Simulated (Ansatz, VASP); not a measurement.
**AlN in VASP and in Ansatz**

Contents of INCAR:

```
SYSTEM = AlN
  PREC = Accurate
  ENCUT = 520
  EDIFF = 1E-7
  ISMEAR = 0
  SIGMA = 0.05
  LREAL = .False.
  LASPH = .True.
  NELM = 60
  ALGO = Normal
  ISIF = 2
  LWAVE = .False.
  LCHARG = .False.
  GGA = PE
  NBANDS = 16
```

File KPOINTS:

```
Automatic mesh
0
Gamma
  8 8 6
  0 0 0
```

POSCAR

```
AlN
1.0
    0.0000000000     -2.0861995362     -2.0861995362
    0.0000000000      2.0861995362     -2.0861995362
    4.1723990723      0.0000000000      0.0000000000
Al N
2 2
Direct
    0.5115952475      0.4884047525      0.0000000000
   -0.0115952475      0.0115952475      0.5000000000
    0.4957933423      0.5042066577      0.5000000000
    0.0042066577      0.9957933423      0.0000000000
```

Input for Ansatz:

```yaml
crystal:
  lattice:
    - [0.0, -2.0861995362, -2.0861995362]
    - [0.0, 2.0861995362, -2.0861995362]
    - [4.1723990723, 0.0, 0.0]
  atoms:
    - { symbol: Al, position: [0.5115952475, 0.4884047525, 0.0] }
    - { symbol: Al, position: [-0.0115952475, 0.0115952475, 0.5] }
    - { symbol: "N", position: [0.4957933423, 0.5042066577, 0.5] }
    - { symbol: "N", position: [0.0042066577, 0.9957933423, 0.0] }
basis:
  ecutwfc: 520.0
kpoints:
  mp_grid: { grid: [8, 8, 6] }
hamiltonian:
  xc: pbe
  pseudopotentials: { kind: paw }
scf:
  occupations: { method: gaussian, width: 0.05 }
output:
  forces: true
  stress: true
  eigenvalues: true
```

Change from the starting cell: mode 4 frozen in at -0.047 Å, equal normal strain along x, y and z +0.0250.

Alike in both runs: task single point; functional PBE; k mesh 8 × 8 × 6; occupations gaussian, width 0.05 eV; no spin polarisation.

```csv
,VASP,Ansatz
version,VASP 6.6.1,Ansatz 0.2.0
potentials or method,"VASP PAW PBE potentials, release 64 (Al, N)","scalar-relativistic, plane waves, PAW"
plane-wave cutoff (eV),520,520
valence electrons in the cell,16,16
```

Ansatz gave:

| Property | Result |
| --- | --- |
| gap on the k mesh at the Fermi level (eV) | 3.74 |
| least direct gap on the mesh (eV) | 3.75 |
| pressure (GPa) | -15.9 |
| largest component of the traceless stress (GPa) | 0.28 |
| rms of the force components (eV/Å) | 0.167 |

Question: Which values does VASP return?

Answer: gap on the k mesh at the Fermi level (eV): 3.72; least direct gap on the mesh (eV): 3.73; pressure (GPa): -16.1; largest component of the traceless stress (GPa): 0.28; rms of the force components (eV/Å): 0.167.

Atom by atom the forces differ by 0.000 eV/Å (rms over components).

Caveats: so large a pressure means that the cell lies far from this level's equilibrium, or that cutoff or potentials fall short (VASP). A k mesh can miss the band edges.
